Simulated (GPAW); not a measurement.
Here is a GPAW 26.7.0 calculation.

The input run.py:

```python
from ase import Atoms
from ase.dft.bandgap import bandgap
from ase.io import write
from gpaw import GPAW, PW
from gpaw.response.df import DielectricFunction

atoms = Atoms(['Mo', 'Mo', 'S', 'S', 'S', 'S'],
              cell=[[3.169, 0.0, 0.0],
                    [-1.5845, 2.7444345046, 0.0],
                    [0.0, 0.0, 12.324]],
              scaled_positions=[[0.6666666667, 0.3333333333, 0.75],
                                [0.3333333333, 0.6666666667, 0.25],
                                [0.6666666667, 0.3333333333, 0.377],
                                [0.3333333333, 0.6666666667, 0.877],
                                [0.6666666667, 0.3333333333, 0.123],
                                [0.3333333333, 0.6666666667, 0.623]],
              pbc=True)

calc = GPAW(mode=PW(450),
            xc='LDA',
            kpts={'size': (8, 8, 2), 'gamma': True},
            occupations={'name': 'fermi-dirac', 'width': 0.001},
            nbands=46,
            convergence={'density': 1e-06},
            maxiter=150,
            txt='gpaw.txt')
atoms.calc = calc
energy = atoms.get_potential_energy()
calc.write('gs.gpw')
write('result.traj', atoms)
print(f'Energy: {energy:.6f} eV')
print('Fermi level:', round(calc.get_fermi_level(), 4), 'eV')
print(f'Gap: {bandgap(calc)[0]:.4f} eV, direct: {bandgap(calc, direct=True)[0]:.4f} eV')

dense = calc.fixed_density(kpts={'size': (12, 12, 3), 'gamma': True},
                           nbands=80, convergence={'bands': 74, 'eigenstates': 1e-7},
                           update_fermi_level=True, txt='dense.txt')
dense.write('dense.gpw', mode='all')

df = DielectricFunction('dense.gpw', frequencies={'type': 'nonlinear', 'domega0': 0.05, 'omega2': 10},
                        eta=0.1, ecut=50, nbands=74, intraband=False, txt='df.txt')
for direction in ['x', 'z']:
    df.get_dielectric_function(xc='RPA', direction=direction, filename=f'df_{direction}.csv')
    e0, e = df.get_macroscopic_dielectric_constant(xc='RPA', direction=direction)
    print(f'{direction}: static eps {e0:.4f} without, {e:.4f} with local fields')
```

Potentials or basis: the program's PAW data sets (release 1.2.1) made for this functional, pw.

Run with:

```console
$ OMP_NUM_THREADS=1 python run.py
```

Estimate the band gap on the k mesh.

0.90 eV, indirect (least direct gap 1.91 eV).

Dielectric function (mean over the directions given):
| energy (eV) | real part | imaginary part |
| --- | --- | --- |
| 0.25 | 11.49 | 0.05 |
| 0.67 | 11.86 | 0.14 |
| 1.15 | 12.94 | 0.34 |
| 1.66 | 15.47 | 2.03 |
| 2.18 | 18.60 | 7.25 |
| 2.66 | 15.05 | 15.17 |
| 3.17 | 4.48 | 14.86 |
| 3.56 | 4.11 | 10.50 |
| 4.03 | 3.33 | 11.75 |
| 4.51 | 0.59 | 8.96 |
| 5.01 | 0.31 | 7.02 |
| 5.53 | -0.62 | 6.98 |
| 6.07 | -0.16 | 5.30 |
| 6.55 | 0.03 | 4.83 |
| 6.87 | 0.11 | 4.15 |
| 7.38 | 0.47 | 3.85 |
| 7.90 | -0.31 | 3.02 |
| 8.43 | 1.32 | 2.43 |
| 8.89 | 2.36 | 3.12 |
| 9.47 | 2.00 | 4.70 |
| 9.76 | 1.29 | 5.02 |
| 10.26 | 0.35 | 4.90 |
| 10.78 | 0.04 | 4.46 |
| 11.31 | -1.23 | 4.35 |
| 11.85 | -1.23 | 3.33 |
| 12.30 | -1.27 | 2.84 |
| 12.77 | -0.96 | 2.54 |
| 13.24 | -1.28 | 1.93 |
| 13.72 | -0.60 | 1.74 |
| 14.22 | -0.44 | 2.04 |
| 14.73 | -0.64 | 1.69 |
| 15.26 | -0.65 | 1.65 |
| 15.80 | -0.76 | 1.47 |
| 16.21 | -0.72 | 1.22 |
| 16.78 | -0.49 | 1.04 |
| 17.36 | -0.42 | 1.10 |
| 17.96 | -0.43 | 1.00 |
| 18.58 | -0.26 | 0.82 |
| 19.22 | -0.26 | 0.83 |
| 19.87 | -0.32 | 0.76 |

Caveat: the long-wavelength limit can be off by several per cent where d states take part; independent-particle spectra lack excitons; an odd mesh through Γ misses points on the zone boundary, where band edges often lie.

**Experimental background.**

From “Multiwavelength excitation Raman Scattering Analysis of bulk and 2 dimensional MoS2: Vibrational properties of atomically thin MoS2 layers”, 2015, arxiv:1506.03228, for a bulk crystal of MoS2 at 300 K: band gap 1.3 eV (indirect).

Against the measured gap of MoS2, 1.3 eV (indirect; 300 K; “Multiwavelength excitation Raman Scattering Analysis of bulk and 2 dimensional MoS2: Vibrational properties of atomically thin MoS2 layers”, 2015, arxiv:1506.03228), the calculated 0.90 eV is off by -0.40 eV. Spin-orbit coupling on Mo is left out. The value is that of LDA on a finite k mesh, which can miss the band edges, without temperature or zero-point motion. Semilocal functionals fall short of measured gaps as a rule.
